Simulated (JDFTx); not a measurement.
MgB2:

```
CELL_PARAMETERS angstrom
3.08500 0.00000 0.00000
-1.54250 2.67169 0.00000
0.00000 0.00000 3.52300
ATOMIC_POSITIONS crystal
Mg 0.00000 0.00000 0.00000
B 0.66667 0.33333 0.50000
B 0.33333 0.66667 0.50000
```

| Item | Value |
| --- | --- |
| Program | JDFTx 1.7.0 (patched build) |
| Task | relaxation of cell and atoms |
| Functional | PBE |
| Potentials or basis | Ansatz-NC-SR-PBE with smoothed tails |
| Cutoff | 1143 eV |
| Density cutoff | 9143 eV |
| k mesh | 6 × 6 × 5 |
| Occupations | fermi-dirac, width 0.05 eV |
| Spin | no spin polarisation |

At the start: pressure -0.8 GPa; volume 9.68 Å³/atom.

Question: How do energy, volume and symmetry change on relaxing?

Answer: Over 7 steps the energy falls by 3.0 meV/atom and the volume is 9.56 Å³/atom (-1.2 %); space group P6/mmm (No. 191, to 0.05 Å).

The path:
```csv
step,energy change (eV),largest force (eV/Å),pressure (GPa),volume (Å³)
1,0.0000,0.0000,-0.84,29.04
2,-0.0027,0.0000,-0.79,28.99
3,-0.0089,0.0000,-0.33,28.73
4,-0.0090,0.0000,0.30,28.63
5,-0.0091,0.0000,0.01,28.68
6,-0.0091,0.0000,0.00,28.68
7,-0.0091,0.0000,0.00,28.68
```

Final structure:
```xyz
3
Lattice="3.0941 0.0000 0.0000 -1.5470 2.6796 0.0000 0.0000 0.0000 3.4595" Properties=species:S:1:pos:R:3 pbc="T T T"
Mg    0.0000    0.0000    0.0000
B     1.5470    0.8932    1.7297
B     0.0000    1.7864    1.7297
```

Caveat: the k mesh is coarse (spacing up to 0.39 Å⁻¹), so the values aren't converged.
